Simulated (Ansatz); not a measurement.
# Ti: the cost of one run

Program: Ansatz 0.2.0. Level of theory: DFT PBE, scalar-relativistic, plane waves, PAW. These are calculated values, not measurements.

27 further runs of the same task are left out: 27 set aside as unsound or not needed.

## Step 1: The starting structure

The structure is cubic, space group Fm-3m (No. 225). The conventional cell has a = 4.112 Å, b = 4.112 Å, c = 4.112 Å, α = 90.00°, β = 90.00°, γ = 90.00°. Ti (site symmetry m-3m) is surrounded by 12 Ti at 2.91 Å.

Coordinates:

```cif
data_structure
_symmetry_space_group_name_H-M 'Fm-3m'
_symmetry_Int_Tables_number 225
_cell_length_a 4.1117
_cell_length_b 4.1117
_cell_length_c 4.1117
_cell_angle_alpha 90.000
_cell_angle_beta 90.000
_cell_angle_gamma 90.000
_cell_volume 69.51
loop_
_atom_site_label
_atom_site_type_symbol
_atom_site_symmetry_multiplicity
_atom_site_Wyckoff_symbol
_atom_site_fract_x
_atom_site_fract_y
_atom_site_fract_z
_atom_site_occupancy
Ti1 Ti 4 a 0.00000 0.00000 0.00000 1
```

This cell was relaxed beforehand with the same method: volume 17.38 Å³/atom, gap on the mesh none (metal).

## Step 2: Plan of the line

The energy is mapped over volume and the cell's shape.

The axes are (1) volume per atom: 7 values from 15.29 to 19.46 Å³; (2) c/a of the conventional cell: 9 values from 0.629 to 1.167.

Nothing else is relaxed (symmetry fixes all fractional coordinates). Energies count from the relaxed crystal. Points are written as (first, second).

## Step 3: The run at (15.29 Å³, 0.680)

File input.yaml:

```yaml
crystal:
  lattice:
    - [0.0, 2.2406901636, 1.5229971042]
    - [2.2406901636, 0.0, 1.5229971042]
    - [2.2406901636, 2.2406901636, 0.0]
  atoms:
    - { symbol: Ti, position: [0.0, 0.0, 0.0] }
basis:
  ecutwfc: 520.0
kpoints:
  mp_grid: { grid: [20, 20, 20] }
hamiltonian:
  xc: pbe
  pseudopotentials: { kind: paw, azcp: { folder: soft_1 } }
scf:
  occupations: { method: gaussian, width: 0.15 }
output:
  forces: true
  stress: true
  eigenvalues: true
```

Command:

```console
$ ansatz run input.yaml --threads 1 --pin off --max-ram 2048MiB --backend cpu --events-out ev --progress --plain --runs-dir out
```

Q: Estimate wall time and peak memory on 1 thread of Arm Neoverse N1, shared host.

About 14 s, with a peak of 0.4 GiB.
